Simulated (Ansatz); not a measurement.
# ZrS2 (CdI2-type structure), explained

**What was measured.** “High temperature equilibrium of 3D and 2D chalcogenide perovskites”, 2022, arxiv:2212.01429 quotes, for a bulk crystal of ZrS2: lattice constant a 3.663 Å; lattice constant c 5.821 Å.

From “Stress-Tuned Optical Transitions in Layered 1T-MX2 (M= Hf, Zr, Sn; X= S, Se) Crystals”, 2022, arxiv:2210.12074, for a bulk crystal of ZrS2: band gap 1.68 eV (indirect).

Computed with Ansatz (plane waves, PAW, 420 eV cutoff): PBEsol, scalar-relativistic, no spin polarisation, Γ-centred 10×10×6 mesh, 0.05 eV Gaussian smearing. The datasets are Ansatz's generated set soft_2.

The compound is reported in the structure type of the start.

The relaxed structure (symmetry read at 0.01 Å). The structure is trigonal, space group P-3m1 (No. 164). The conventional cell has a = 3.627 Å, b = 3.627 Å, c = 5.876 Å, α = 90.00°, β = 90.00°, γ = 120.00°. Zr (site symmetry -3m) is surrounded by 6 S at 2.55 Å. S (site symmetry 3m) is surrounded by 3 Zr at 2.55 Å. (Shells end 15 % past the nearest neighbour.)

Q: Should it be a metal or an insulator?

A: Formal charges Zr⁴⁺, S²⁻ balance and leave closed shells on every ion, so a band insulator is expected, and the gap is 0.75 eV.

Q: What kind of gap is it?

A: It is indirect: 0.75 eV, against 1.53 eV for the smallest direct gap. Within 0.6 eV of the edges the projected states are 94 % S 3p at the top of the valence band and 73 % Zr 4d at the bottom of the conduction band. The lowest excitation takes an electron from S back to Zr, as in polar semiconductors.

Q: What fixes the bond lengths?

A: Shannon's ionic radii give a check on the bond lengths: Zr⁴⁺ with 6 neighbours 0.72 Å + S²⁻ 1.84 Å (six-fold value) = 2.56 Å against a computed mean of 2.55 Å. Sums and bonds agree within 3 %, so ion sizes set the bond lengths.

All results together:

```
Volume                                                : 22.32 Å³/atom
Band gap                                              : 0.75 eV
Smallest direct gap                                   : 1.53 eV
Formation energy from the elements (0 K, uncorrected) : -1.58 eV/atom
Shear modulus (Hill)                                  : 21 GPa
Young's modulus                                       : 51 GPa
Poisson's ratio                                       : 0.20
Elastically stable                                    : yes
```

**Against experiment.** Against the measured lattice constant a of ZrS2, 3.663 Å (quoted in “High temperature equilibrium of 3D and 2D chalcogenide perovskites”, 2022, arxiv:2212.01429), the calculated 3.627 Å is off by -1.0 %. Against the measured lattice constant c of ZrS2, 5.821 Å (quoted in “High temperature equilibrium of 3D and 2D chalcogenide perovskites”, 2022, arxiv:2212.01429), the calculated 5.876 Å is off by +1.0 %. The calculation is for a static lattice, without zero-point motion or thermal expansion. A measured gap of ZrS2 is 1.68 eV (indirect; quoted in “Stress-Tuned Optical Transitions in Layered 1T-MX2 (M= Hf, Zr, Sn; X= S, Se) Crystals”, 2022, arxiv:2210.12074); the calculated 0.75 eV misses it by -0.93 eV. Kohn–Sham gaps of semilocal functionals mostly fall below measured ones. Temperature and excitons aren't in the calculation.

Semilocal functionals underestimate band gaps, commonly by a third or more. The structure is built of weakly bound layers, and this functional has no dispersion term, so their spacing and all that hangs on it (volume, the soft elastic constants, low modes, dielectric constants) are poorly given.
